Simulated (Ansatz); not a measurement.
Lattice parameter a of some oxides

Method: Hartree–Fock (Ansatz, an electronic-structure program, PAW). References are measured values corrected to a static lattice or taken at low temperature (these still hold zero-point motion).

Values in Å.

```tsv
solid	reference	Hartree–Fock	error (%)
rock-salt CaO	4.781*	4.858	+1.61
rutile TiO2	4.587	4.562	-0.55
wurtzite ZnO	3.248	3.277	+0.89
rock-salt MgO	4.189*	4.184	-0.12
cubic perovskite SrTiO3 (cubic form, which distorts at low temperature)	3.89¶	3.909	+0.49
antifluorite Li2O	4.573¶	4.557	-0.35
```

Over these 6 solids the mean error is +0.33 %, the mean absolute error 0.67 % (median 0.52 %), and the worst case rock-salt CaO at +1.61 %; the value is too high in 3 of 6 cases.

A star marks references brought to a static lattice; the others are low-temperature values that still hold zero-point motion, which matters most for light elements.

¶ marks references of a special kind: cubic perovskite SrTiO3 (cubic form, which distorts at low temperature), 3.89 Å (measured, 0 K, cubic phase extrapolated to 0 K; as tabulated in Bilc et al. (2008), arXiv:0805.0753); antifluorite Li2O, 4.573 Å (measured, low temperature, a(T) extrapolated to 0 K; zero-point expansion not removed; as tabulated in Shukla et al. (1998), arXiv:cond-mat/9803380).

Differences are worked out from the printed values.

Caveats: the relaxation could not lower the start's symmetry, so the cell can be a saddle point above a distorted one (cubic perovskite SrTiO3). Ansatz's density-functional and Hartree–Fock values are scalar-relativistic unless marked +SOC, with PAW data made under PBE.

Ansatz's runs of these crystals have no spin polarisation.

Not in this set, of the oxides with a reference value in our tables and a result at some level: 22 for a reference at room or unstated temperature; 7 for no value at Hartree–Fock (not run, a failed fit, an unstable or unbound cell, or a value held back for tests); 2 for a high-temperature or high-pressure phase; 1 for a cell known from the COD alone. These can be a level's best or worst cases. At least 14 more with a reference value are held back for tests. Solids without a released value at any level aren't counted. Layered and molecular crystals are counted apart.

References as tabulated in Chen et al. (2018), doi:10.1103/physrevmaterials.2.073803; Burdett, Hughbanks, Miller, Richardson, Smith, powder neutron diffraction …; arXiv:1206.3780; Mejia-Rodriguez and Trickey (2018), arXiv:1807.09216 and others.
